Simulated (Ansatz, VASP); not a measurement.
**Cd: VASP beside Ansatz**

Contents of INCAR:

```
PREC = Accurate
ENCUT = 520
EDIFF = 1E-7
ISMEAR = 0
SIGMA = 0.15
LREAL = F
LASPH = T
NELM = 100
ALGO = Normal
ISIF = 2
LWAVE = F
LCHARG = F
GGA = PE
NBANDS = 12
```

File KPOINTS:

```
regular mesh
0
Gamma
  21 21 21
```

Contents of POSCAR:

```
Cd
1.0
    1.6300596857      0.9411153983      2.3835297237
   -1.6300596857      0.9411153983      2.3835297237
    0.0000000000     -1.8822307967      2.3835297237
Cd
1
Direct
    0.0000000000      0.0000000000      0.0000000000
```

Input for Ansatz:

```yaml
crystal:
  lattice:
    - [1.6300596857, 0.9411153983, 2.3835297237]
    - [-1.6300596857, 0.9411153983, 2.3835297237]
    - [0.0, -1.8822307967, 2.3835297237]
  atoms:
    - { symbol: Cd, position: [0.0, 0.0, 0.0] }
basis:
  ecutwfc: 420
kpoints:
  mp_grid: { grid: [21, 21, 21] }
hamiltonian:
  xc: pbe
scf:
  occupations: { method: gaussian, width: 0.15 }
output:
  forces: true
  stress: true
  eigenvalues: true
```

Alike in both runs: task single point; functional PBE; k mesh 21 × 21 × 21; occupations gaussian, width 0.15 eV; no spin polarisation.

|  | VASP | Ansatz |
| --- | --- | --- |
| version | VASP 6.6.1 | Ansatz 0.2.0 |
| potentials or method | VASP PAW PBE potentials, release 64 (Cd) | scalar-relativistic, plane waves, PAW |
| plane-wave cutoff (eV) | 520 | 420 |
| valence electrons in the cell | 12 | 20 |

VASP gave:

* gap on the k mesh at the Fermi level (eV): none
* pressure (GPa): 2.6
* largest component of the traceless stress (GPa): 0.38

Task: Which values does Ansatz return?

Result: gap on the k mesh at the Fermi level (eV): none; pressure (GPa): 2.3; largest component of the traceless stress (GPa): 0.31.

A gap of «none» marks a metal or a gap that the smearing closes. The two sets of potentials don't hold the same shells in valence.
